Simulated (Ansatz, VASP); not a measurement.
# Two plane-wave programs on AlCu3

```
Cu Al
1.0
     0.00000    2.92602    2.92602
     2.92602    0.00000    2.92602
     2.92602    2.92602    0.00000
Cu Al
3 1
Cartesian
  4.3890 4.3890 4.3890
  1.4630 1.4630 1.4630
  2.9260 2.9260 2.9260
  0.0000 0.0000 0.0000
```

Change from the starting cell: volume scaled by 1.04.

Alike in both runs: task single point; functional PBEsol; k mesh 8 × 8 × 8; occupations fermi-dirac, width 0.05 eV; no spin polarisation.

|  | VASP | Ansatz |
| --- | --- | --- |
| version | VASP 6.6.1 | Ansatz 0.2.0 |
| potentials or method | VASP PAW PBE potentials, release 64 (Cu, Al) | Ansatz PAW |
| plane-wave cutoff (eV) | 520 | 420 |
| valence electrons in the cell | 36 | 60 |

VASP gave:

| Property | Result |
| --- | --- |
| gap on the k mesh at the Fermi level (eV) | none |
| pressure (GPa) | -5.6 |

What did Ansatz give for the same quantities?

gap on the k mesh at the Fermi level (eV): none; pressure (GPa): -6.1.

A gap of «none» marks a metal or a gap that the smearing closes. The two sets of potentials don't hold the same shells in valence.

Caveats: the PAW data sets were made with another functional, which shifts forces and pressure a little (VASP); the PAW data sets come from PBE, with cores solved anew for the run's functional, which leaves a small shift of forces and pressure (Ansatz).
